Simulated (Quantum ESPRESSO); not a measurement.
# GaP (F-43m) in Quantum ESPRESSO: further runs

The runs below take GaP through dielectric tensor, with LDA.

All numbers are computed with Quantum ESPRESSO 7.5; they aren't measurements. Logs are shortened: lines on timing, memory, paths and dates and some standing lists are left out, and cuts for length are marked.

**What was measured.**

From “Stacking defects in GaP nanowires: Electronic structure and optical properties”, 2018, arxiv:1810.01194, for a bulk crystal of GaP at 10 K: band gap 2.34 eV (indirect).

How close the calculation comes is told below.

### Step 1. The structure

The structure is cubic, space group F-43m (No. 216). The conventional cell has a = 5.451 Å, b = 5.451 Å, c = 5.451 Å, α = 90.00°, β = 90.00°, γ = 90.00°. Around Ga (site symmetry -43m) lie 4 P at 2.36 Å. P (site symmetry -43m) is surrounded by 4 Ga at 2.36 Å.

### Step 2. Dielectric tensor, LDA

File pw.in:

```
&CONTROL
  calculation = 'scf'
  prefix = 'pwscf'
  outdir = './tmp'
  pseudo_dir = './pseudo'
  tprnfor = .true.
  tstress = .true.
  disk_io = 'low'
/
&SYSTEM
  ibrav = 0
  nat = 2
  ntyp = 2
  ecutwfc = 80
  nbnd = 15
  occupations = 'smearing'
  smearing = 'fd'
  degauss = 0.00367493
/
&ELECTRONS
  conv_thr = 4d-10
  electron_maxstep = 120
  mixing_beta = 0.5
/
ATOMIC_SPECIES
Ga    69.7230 Ga.upf
P     30.9738 P.upf
CELL_PARAMETERS bohr
   0.0000000000    5.1499761211    5.1499761211
   5.1499761211    0.0000000000    5.1499761211
   5.1499761211    5.1499761211    0.0000000000
ATOMIC_POSITIONS bohr
Ga     0.0000000000    0.0000000000    0.0000000000
P      7.7249641817    7.7249641817    7.7249641817
K_POINTS automatic
6 6 6 0 0 0
```

File scf2.in:

```
&CONTROL
  calculation = 'scf'
  prefix = 'pwscf'
  outdir = './tmp'
  pseudo_dir = './pseudo'
  tprnfor = .true.
  tstress = .true.
  disk_io = 'low'
/
&SYSTEM
  ibrav = 0
  nat = 2
  ntyp = 2
  ecutwfc = 80
  nbnd = 15
  occupations = 'fixed'
/
&ELECTRONS
  conv_thr = 1d-13
  electron_maxstep = 120
  mixing_beta = 0.5
  startingpot = 'file'
  startingwfc = 'file'
/
ATOMIC_SPECIES
Ga    69.7230 Ga.upf
P     30.9738 P.upf
CELL_PARAMETERS bohr
   0.0000000000    5.1499761211    5.1499761211
   5.1499761211    0.0000000000    5.1499761211
   5.1499761211    5.1499761211    0.0000000000
ATOMIC_POSITIONS bohr
Ga     0.0000000000    0.0000000000    0.0000000000
P      7.7249641817    7.7249641817    7.7249641817
K_POINTS automatic
6 6 6 0 0 0
```

File ph.in:

```
dielectric of GaP
&INPUTPH
  prefix = 'pwscf'
  outdir = './tmp'
  tr2_ph = 1d-18
  fildyn = 'dyn'
  niter_ph = 90
  alpha_mix(1) = 0.7
  epsil = .true.
  trans = .false.
  zeu = .true.
/
0.0000000000 0.0000000000 0.0000000000
```

Potentials or basis: PseudoDojo 0.4.1 SR LDA standard.

Launch:

```
> OMP_NUM_THREADS=1 pw.x -in pw.in > pw.out
> OMP_NUM_THREADS=1 pw.x -in scf2.in > scf2.out
> OMP_NUM_THREADS=1 ph.x -in ph.in > ph.out
```

pw.out:

```text
This program is part of the open-source Quantum ESPRESSO suite
     for quantum simulation of materials; please cite
[... 9 lines left out ...]
     --------------------
     sticks:   dense  smooth     PW     G-vecs:    dense   smooth      PW
     Sum        1159    1159    349                26469    26469    4279

     Using Slab Decomposition

     bravais-lattice index     =            0
     lattice parameter (alat)  =       7.2832  a.u.
     unit-cell volume          =     273.1780 (a.u.)^3
     number of atoms/cell      =            2
     number of atomic types    =            2
     number of electrons       =        18.00
     number of Kohn-Sham states=           15
     kinetic-energy cutoff     =      80.0000  Ry
     charge density cutoff     =     320.0000  Ry
     scf convergence threshold =      4.0E-10
     mixing beta               =       0.5000
     number of iterations used =            8  plain     mixing
     Exchange-correlation= SLA  PW   NOGX NOGC
                           (   1   4   0   0   0   0   0)

     celldm(1)=   7.283166  celldm(2)=   0.000000  celldm(3)=   0.000000
     celldm(4)=   0.000000  celldm(5)=   0.000000  celldm(6)=   0.000000

     crystal axes: (cart. coord. in units of alat)
               a(1) = (   0.000000   0.707107   0.707107 )
               a(2) = (   0.707107   0.000000   0.707107 )
               a(3) = (   0.707107   0.707107   0.000000 )

     reciprocal axes: (cart. coord. in units 2 pi/alat)
               b(1) = ( -0.707107  0.707107  0.707107 )
               b(2) = (  0.707107 -0.707107  0.707107 )
               b(3) = (  0.707107  0.707107 -0.707107 )

     PseudoPot. # 1 for Ga read from file:
     Ga.upf
     Pseudo is Norm-conserving + core correction, Zval = 13.0
     Generated using ONCVPSP code by D. R. Hamann
     Using radial grid of 1858 points,  6 beta functions with:
                l(1) =   0
                l(2) =   0
                l(3) =   1
                l(4) =   1
                l(5) =   2
                l(6) =   2

     PseudoPot. # 2 for P  read from file:
     P.upf
     Pseudo is Norm-conserving + core correction, Zval =  5.0
     Generated using ONCVPSP code by D. R. Hamann
     Using radial grid of 1298 points,  6 beta functions with:
                l(1) =   0
                l(2) =   0
                l(3) =   1
                l(4) =   1
                l(5) =   2
                l(6) =   2

     atomic species   valence    mass     pseudopotential
     Ga               13.00    69.72300     Ga( 1.00)
     P                 5.00    30.97380     P ( 1.00)

     24 Sym. Ops. (no inversion) found

   Cartesian axes

     site n.     atom                  positions (alat units)
         1        Ga     tau(   1) = (   0.0000000   0.0000000   0.0000000  )
         2        P      tau(   2) = (   1.0606602   1.0606602   1.0606602  )

     number of k points=    16  Fermi-Dirac smearing, width (Ry)=  0.0037
                       cart. coord. in units 2pi/alat
        k(    1) = (   0.0000000   0.0000000   0.0000000), wk =   0.0092593
        k(    2) = (   0.1178511   0.1178511  -0.1178511), wk =   0.0740741
        k(    3) = (   0.2357023   0.2357023  -0.2357023), wk =   0.0740741
        k(    4) = (  -0.3535534  -0.3535534   0.3535534), wk =   0.0370370
        k(    5) = (   0.2357023   0.0000000  -0.0000000), wk =   0.0555556
        k(    6) = (   0.3535534   0.1178511  -0.1178511), wk =   0.2222222
[... 8 lines left out ...]
        k(   15) = (  -0.1178511  -0.3535534   0.5892557), wk =   0.2222222
        k(   16) = (  -0.7071068   0.2357023   0.0000000), wk =   0.1111111

     Dense  grid:    26469 G-vectors     FFT dimensions: (  45,  45,  45)

     Initial potential from superposition of free atoms

     starting charge      17.9978, renormalised to      18.0000
     Starting wfcs are   13 randomized atomic wfcs +    2 random wfcs

     Self-consistent Calculation

     iteration #  1     ecut=    80.00 Ry     beta= 0.50
     Davidson diagonalization with overlap
     ethr =  1.00E-02,  avg # of iterations =  4.5

     Threshold (ethr) on eigenvalues was too large:
     Diagonalizing with lowered threshold

     Davidson diagonalization with overlap
     ethr =  3.88E-04,  avg # of iterations =  2.4

     total energy              =    -166.68621128 Ry
     estimated scf accuracy    <       0.06997580 Ry
[... 50 lines left out ...]
     iteration #  9     ecut=    80.00 Ry     beta= 0.50
     Davidson diagonalization with overlap
     ethr =  2.37E-11,  avg # of iterations =  2.8

     End of self-consistent calculation

          k = 0.0000 0.0000 0.0000 (  3287 PWs)   bands (ev):

    -7.3282  -7.3282  -7.3282  -7.2302  -7.2302  -5.1540   7.3666   7.3666
     7.3666   8.9674  11.1579  11.1579  11.1579  15.8527  17.1041

          k = 0.1179 0.1179-0.1179 (  3317 PWs)   bands (ev):

    -7.3493  -7.3205  -7.3205  -7.2301  -7.2301  -4.7979   4.9234   6.9899
     6.9899   9.6105  11.7102  11.7102  12.2483  16.2609  16.2609

          k = 0.2357 0.2357-0.2357 (  3305 PWs)   bands (ev):

    -7.3872  -7.3081  -7.3081  -7.2267  -7.2267  -3.8459   2.0901   6.4498
     6.4498   9.0927  12.0912  12.0912  14.7742  16.8121  16.9230

          k =-0.3536-0.3536 0.3536 (  3316 PWs)   bands (ev):

    -7.4047  -7.3039  -7.3039  -7.2230  -7.2230  -3.0714   0.6505   6.2375
     6.2375   8.8645  11.9973  11.9973  15.4235  17.9961  18.9546

          k = 0.2357 0.0000-0.0000 (  3315 PWs)   bands (ev):

    -7.3627  -7.3127  -7.3127  -7.2376  -7.2249  -4.6796   5.0473   6.3506
     6.3506  10.0214  10.9955  12.6898  12.6898  14.8609  17.5341

          k = 0.3536 0.1179-0.1179 (  3312 PWs)   bands (ev):

    -7.3914  -7.3018  -7.2985  -7.2412  -7.2205  -3.9140   2.8597   5.5347
     5.7907  10.0409  11.4904  13.0159  13.4686  16.2991  18.0243

          k =-0.2357-0.4714 0.4714 (  3293 PWs)   bands (ev):
[... 6 lines left out ...]
    -7.4006  -7.3010  -7.2974  -7.2293  -7.2270  -3.2197   1.4630   4.5265
     6.1719  10.2004  12.1284  12.7364  14.6288  16.3055  17.9507

          k = 0.0000-0.2357 0.2357 (  3309 PWs)   bands (ev):

    -7.3745  -7.3113  -7.3081  -7.2339  -7.2263  -4.2360   3.5232   5.2431
     6.8484  10.4567  11.9625  12.0475  13.0889  15.2415  17.4859

          k = 0.4714 0.0000-0.0000 (  3302 PWs)   bands (ev):

    -7.4173  -7.2805  -7.2805  -7.2557  -7.2141  -3.3802   2.2617   5.1204
     5.1204   8.9807  10.1402  15.4501  15.4501  16.2668  18.7146

          k =-0.1179-0.5893 0.5893 (  3302 PWs)   bands (ev):
[... 6 lines left out ...]
    -7.4161  -7.2906  -7.2791  -7.2412  -7.2234  -2.3982   0.9362   3.2678
     5.4007   9.7357  13.2159  14.6191  14.9057  15.8066  16.8534

          k =-0.7071 0.0000 0.0000 (  3306 PWs)   bands (ev):

    -7.4404  -7.2658  -7.2638  -7.2638  -7.2088  -2.1525   0.5132   4.6595
     4.6595   8.8686   9.0478  17.7940  17.7940  18.3144  20.1854

          k =-0.2357-0.4714 0.7071 (  3301 PWs)   bands (ev):
[... 6 lines left out ...]
    -7.4154  -7.2946  -7.2767  -7.2410  -7.2227  -2.3956   0.8810   3.6263
     4.8601  11.1656  11.7897  13.5993  15.0602  16.0634  19.6589

          k =-0.7071 0.2357 0.0000 (  3306 PWs)   bands (ev):

    -7.4263  -7.2834  -7.2690  -7.2507  -7.2172  -2.0821   0.6611   3.9509
     4.0578  10.7195  10.8956  14.7861  14.8128  18.7061  19.1256

     the Fermi energy is     8.0922 ev

!    total energy              =    -166.69658619 Ry
     estimated scf accuracy    <          1.1E-10 Ry
     smearing contrib. (-TS)   =      -0.00000000 Ry
     internal energy E=F+TS    =    -166.69658619 Ry

     The total energy is F=E-TS. E is the sum of the following terms:
     one-electron contribution =     -77.17989816 Ry
     hartree contribution      =      52.22841575 Ry
     xc contribution           =     -45.26747988 Ry
     ewald contribution        =     -96.47762389 Ry

     convergence has been achieved in   9 iterations

     Forces acting on atoms (cartesian axes, Ry/au):

     atom    1 type  1   force =     0.00000000    0.00000000    0.00000000
     atom    2 type  2   force =     0.00000000    0.00000000    0.00000000

     Total force =     0.000000     Total SCF correction =     0.000000

     Computing stress (Cartesian axis) and pressure

          total   stress  (Ry/bohr**3)                   (kbar)     P=      -29.19
  -0.00019840  -0.00000000  -0.00000000          -29.19       -0.00       -0.00
  -0.00000000  -0.00019840  -0.00000000           -0.00      -29.19       -0.00
  -0.00000000  -0.00000000  -0.00019840           -0.00       -0.00      -29.19

=------------------------------------------------------------------------------=
   JOB DONE.
=------------------------------------------------------------------------------=
```

ph.out:

```text
This program is part of the open-source Quantum ESPRESSO suite
     for quantum simulation of materials; please cite
         "P. Giannozzi et al., J. Phys.:Condens. Matter 21 395502 (2009);
         "P. Giannozzi et al., J. Phys.:Condens. Matter 29 465901 (2017);
         "P. Giannozzi et al., J. Chem. Phys. 152 154105 (2020);
     in publications or presentations arising from this work. More details at

     IMPORTANT: XC functional enforced from input :
[... 175 lines left out ...]
      E*z (       -0.00000       -0.00000       -2.31478 )

     INITIALIZATION:

     DIELECTRIC CONSTANT AND EFFECTIVE CHARGES:

      Additional routines

=------------------------------------------------------------------------------=
   JOB DONE.
=------------------------------------------------------------------------------=
```

Run time: 6.2 min. Hardware: 1 thread of Intel Xeon at 2.50GHz (Skylake/Cascade Lake), shared host; peak memory 0.08 GiB.

What came out:

```yaml
Free_energy: -2268.0226 eV
Pressure: -2.9 GPa
Band_gap_on_the_k_mesh: 1.50 eV, indirect (least direct gap 1.60 eV)
Electronic_dielectric_tensor_diagonal: 14.27
Born_charges_mean_of_the_diagonal: Ga +2.09; P -2.54 e
```

Electronic dielectric tensor:
```
14.27  0.00  0.00
 0.00 14.27  0.00
 0.00  0.00 14.27
```

Born effective charge tensors (e):
atom 1, Ga
```
2.09 0.00 0.00
0.00 2.09 0.00
0.00 0.00 2.09
```
atom 2, P
```
-2.54  0.00  0.00
 0.00 -2.54  0.00
 0.00  0.00 -2.54
```

Caveat: the mesh is thin for the dielectric tensor, Born charges and intensities, which usually come out too large; on a mesh that holds Γ this program's dielectric tensor can be off by some percent beyond the error of the mesh; the Born charges break their sum rule by 0.46 e, a sign of too thin a mesh.

[end of part 1 of 3]
